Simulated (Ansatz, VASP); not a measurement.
**HfO2 in VASP and in Ansatz**

File INCAR:

```
SYSTEM = HfO2
PREC = Accurate
ENCUT = 520
EDIFF = 1E-6
ISMEAR = 0
SIGMA = 0.01
LREAL = .False.
LASPH = .True.
NELM = 100
ALGO = Normal
ISIF = 2
LWAVE = .False.
LCHARG = .False.
GGA = PS
NBANDS = 31
```

File KPOINTS:

```
regular mesh
0
Gamma
  4 4 6
  0 0 0
```

POSCAR

```
HfO2
1.0
    4.9689144010      0.0000000000      0.0000000000
    0.0000000000      4.9689144010      0.0000000000
    0.0000000000      0.0000000000      3.3088861663
Hf O
2 4
Direct
    0.0000000000      0.0000000000      0.0000000000
    0.5000000000      0.5000000000      0.5000000000
    0.1949550000      0.8050450000      0.5000000000
    0.3050450000      0.3050450000      0.0000000000
    0.6949550000      0.6949550000      0.0000000000
    0.8050450000      0.1949550000      0.5000000000
```

Input for Ansatz:

```yaml
crystal:
  lattice:
    - [4.968914400993033, 0.0, 0.0]
    - [0.0, 4.968914400993033, 0.0]
    - [0.0, 0.0, 3.3088861662855713]
  atoms:
    - { symbol: Hf, position: [0.0, 0.0, 0.0] }
    - { symbol: Hf, position: [0.5, 0.5, 0.5] }
    - { symbol: O, position: [0.194955, 0.805045, 0.5] }
    - { symbol: O, position: [0.305045, 0.305045, 0.0] }
    - { symbol: O, position: [0.694955, 0.694955, 0.0] }
    - { symbol: O, position: [0.805045, 0.194955, 0.5] }
basis:
  ecutwfc: 470.0
kpoints:
  mp_grid:
    grid: [4, 4, 6]
hamiltonian:
  xc: pbesol
scf:
  occupations:
    method: fixed
output:
  stress: true
```

Measurements of this composition are mostly on another form, of space group No. 14.

Alike in both runs: task single point; functional PBEsol; k mesh 4 × 4 × 6; no spin polarisation.

|  | VASP | Ansatz |
| --- | --- | --- |
| version | VASP 6.6.1 | Ansatz 0.2.0 |
| potentials or method | VASP PAW PBE potentials, release 64 (Hf_pv, O) | plane waves, PAW |
| plane-wave cutoff (eV) | 520 | 470 |
| occupations | gaussian, width 0.01 eV | fixed |
| valence electrons in the cell | 44 | 76 |

|  | VASP | Ansatz | Ansatz less VASP |
| --- | --- | --- | --- |
| pressure (GPa) | -19.0 | -16.6 | +2.32 |
| largest component of the traceless stress (GPa) | 3.77 | 3.36 | -0.414 |

The two sets of potentials don't hold the same shells in valence.

Caveats: so large a pressure means that the cell lies far from this level's equilibrium, or that cutoff or potentials fall short (VASP); the potentials were made for another functional, which shifts forces and pressure (VASP); spin-orbit coupling is left out, which moves the levels of the heavy elements. A k mesh can miss the band edges. PBEsol gaps usually lie below the measured ones, often by a third to a half.
